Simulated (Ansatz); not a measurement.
# CuO: the cost of one run

Method: DFT LDA+U (U = 8 eV, J = 0.5 eV on Cu d), plane waves, PAW, in Ansatz 0.2.0.

7 further runs of the same task are left out: 7 that didn't finish.

## (1) The system as given

The structure is cubic, space group F-43m (No. 216). Conventional cell: a = 4.655 Å, b = 4.655 Å, c = 4.655 Å, α = 90.00°, β = 90.00°, γ = 90.00°. Cu (site symmetry -43m) is surrounded by 4 O at 2.02 Å. Around O (site symmetry -43m) lie 4 Cu at 2.02 Å.

Structure file:

```
CELL_PARAMETERS angstrom
0.00000 2.32725 2.32725
2.32725 0.00000 2.32725
4.65451 4.65451 0.00000
ATOMIC_POSITIONS crystal
Cu 0.00000 0.00000 0.00000
O 0.25000 0.25000 0.12500
Cu 0.00000 0.00000 0.50000
O 0.25000 0.25000 0.62500
```

Magnetic order typed: antiferromagnetic, doubled cell 0 0 1/2.

## (2) From atoms, symmetry kept, no search

Contents of input.yaml:

```yaml
crystal:
  lattice:
    - [0.0, 2.32725273, 2.32725273]
    - [2.32725273, 0.0, 2.32725273]
    - [4.65450546, 4.65450546, 0.0]
  atoms:
    - { symbol: Cu, position: [0.0, 0.0, 0.0], spin: 1.0 }
    - { symbol: O, position: [0.25, 0.25, 0.125] }
    - { symbol: Cu, position: [0.0, 0.0, 0.5], spin: -1.0 }
    - { symbol: O, position: [0.25, 0.25, 0.625] }
basis:
  ecutwfc: 420
  ecutrho_ratio: 4
kpoints:
  mp_grid: { grid: [7, 7, 7] }
hamiltonian:
  xc: lda
  hubbard:
    sites:
      - { site: 0, l: d, u: 8.0, j: 0.5 }
      - { site: 2, l: d, u: 8.0, j: 0.5 }
scf:
  occupations: { method: gaussian, width: 0.05 }
  lower_state_search: "off"
  max_iter: 150
output:
  forces: true
  stress: true
  eigenvalues: true
  populations: true
  hubbard: { sites: [{ site: 0, l: d }, { site: 2, l: d }] }
magnetization:
  spin_polarized: true
```

On the command line:

```
$ ansatz run input.yaml --threads 2 --pin off --max-ram 3072MiB --backend cpu --events-out ev --progress --plain --runs-dir out
```

What time and memory should one allow on 2 threads of Arm Neoverse V1, shared host?

About 17 s, with a peak of 0.41 GiB.
